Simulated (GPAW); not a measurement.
Input of a GPAW 26.7.0 run:

File run.py:

```python
from ase.dft.bandgap import bandgap
from ase.io import read, write
from ase.units import GPa
from gpaw import GPAW, PW

atoms = read('KTaO3.cif')

calc = GPAW(mode=PW(800),
            xc='PBE',
            kpts={'size': (9, 9, 9), 'gamma': True},
            occupations={'name': 'fermi-dirac', 'width': 0.05},
            nbands=36,
            convergence={'density': 1e-05, 'energy': 1e-05},
            maxiter=50,
            txt='gpaw.txt')
atoms.calc = calc
energy = atoms.get_potential_energy()
forces = atoms.get_forces()
stress = atoms.get_stress()
calc.write('gs.gpw')
write('result.traj', atoms)
print(f'Energy: {energy:.6f} eV')
print('Forces (eV/A):')
print(forces.round(4))
print('Stress (GPa):', (stress / GPa).round(3))
print('Fermi level:', round(calc.get_fermi_level(), 4), 'eV')
print(f'Gap: {bandgap(calc)[0]:.4f} eV, direct: {bandgap(calc, direct=True)[0]:.4f} eV')
```

Contents of KTaO3.cif:

```cif
data_KTaO3
_cell_length_a 3.98830000
_cell_length_b 3.98830000
_cell_length_c 3.98830000
_cell_angle_alpha 90.00000000
_cell_angle_beta 90.00000000
_cell_angle_gamma 90.00000000
_space_group_name_H-M_alt 'P1'
_space_group_name_Hall 'P 1'
_space_group_IT_number 1
loop_
_space_group_symop_operation_xyz
'x,y,z'
loop_
_atom_site_label
_atom_site_type_symbol
_atom_site_symmetry_multiplicity
_atom_site_Wyckoff_symbol
_atom_site_fract_x
_atom_site_fract_y
_atom_site_fract_z
_atom_site_occupancy
Ta1 Ta 1 a 0.0000000000 0.0000000000 0.0000000000 1
K1 K 1 a 0.5000000000 0.5000000000 0.5000000000 1
O1 O 1 a 0.0000000000 0.0000000000 0.5000000000 1
O2 O 1 a 0.0000000000 0.5000000000 0.0000000000 1
O3 O 1 a 0.5000000000 0.0000000000 0.0000000000 1
```

Potentials or basis: GPAW PAW data sets (gpaw-data 1.2.1), pw.

Command:

```console
$ OMP_NUM_THREADS=1 python run.py
```

Problem. Estimate the pressure.

Solution. 6.1 GPa.

Problem. Predict the band gap on the k mesh.

Solution. 2.22 eV, indirect (least direct gap 2.81 eV).

Caveat: spin-orbit coupling is left out, which moves the levels of the heavy elements; an odd mesh through Γ misses points on the zone boundary, where band edges often lie.
